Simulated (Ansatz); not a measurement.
`[SiH3]N[SiH2]S` + `NC(N)=O` → `NC(=O)N[SiH3]` + `N[SiH2]S`  (ligand exchange at the Si–N bond)

Gas-phase electronic energies from Ansatz, PBE0-D4/def2-TZVP geometries. CCSD(T)/CBS is the MP2 limit (def2-TZVPP, def2-QZVPP) plus CCSD(T) − MP2 in def2-TZVPP, frozen cores. One conformer a species, not always the lowest.

`[SiH3]N[SiH2]S`:

```xyz
11

Si   -1.526    0.009    0.943
N    -0.050   -0.642    0.322
Si    1.343    0.190   -0.243
S     1.810   -0.213   -2.289
H    -1.437    1.486    0.835
H    -2.696   -0.481    0.165
H    -1.748   -0.368    2.365
H    -0.013   -1.649    0.240
H     2.585   -0.238    0.447
H     1.078    1.631   -0.017
H     0.653    0.276   -2.767
```

`NC(N)=O`:

Cartesian coordinates in Å:
```
N -0.829 -0.798 -0.262
C 0.420 -0.229 -0.161
N 0.422 1.020 0.418
O 1.428 -0.778 -0.547
H -0.805 -1.776 -0.498
H -1.529 -0.538 0.412
H 1.295 1.509 0.310
H -0.402 1.590 0.328
```

`NC(=O)N[SiH3]`:

Z-matrix (Å, degrees):
```
Si
N 1 1.750
H 1 1.480 2 111.4
H 1 1.488 2 103.4 3 117.4
H 1 1.480 2 112.2 3 -125.0
C 2 1.369 1 116.3 3 63.4
H 2 1.006 1 123.5 3 -124.1
O 6 1.219 2 120.0 1 -0.9
N 6 1.368 2 117.1 1 177.5
H 9 1.005 6 114.7 2 169.5
H 9 1.004 6 120.1 2 23.1
```

`N[SiH2]S`:

```xyz
8

N    -0.450   -0.881   -1.033
Si    0.366   -0.120    0.257
S    -0.736    1.571    1.000
H    -1.003   -1.705   -0.869
H    -0.761   -0.373   -1.844
H     1.692    0.410   -0.150
H     0.530   -1.165    1.297
H     0.362    2.263    1.344
```

```csv
species,CCSD(T)/CBS(def2) energy (Eh)
`[SiH3]N[SiH2]S`,-1034.92193
`NC(N)=O`,-225.06129
`NC(=O)N[SiH3]`,-515.36178
`N[SiH2]S`,-744.61970
```

Work out ΔE.

ΔE = (-515.36178) + (-744.61970) − (-1034.92193) − (-225.06129) = 0.00174 Eh = +0.05 eV.

Largest T1 diagnostic among the species: 0.014.
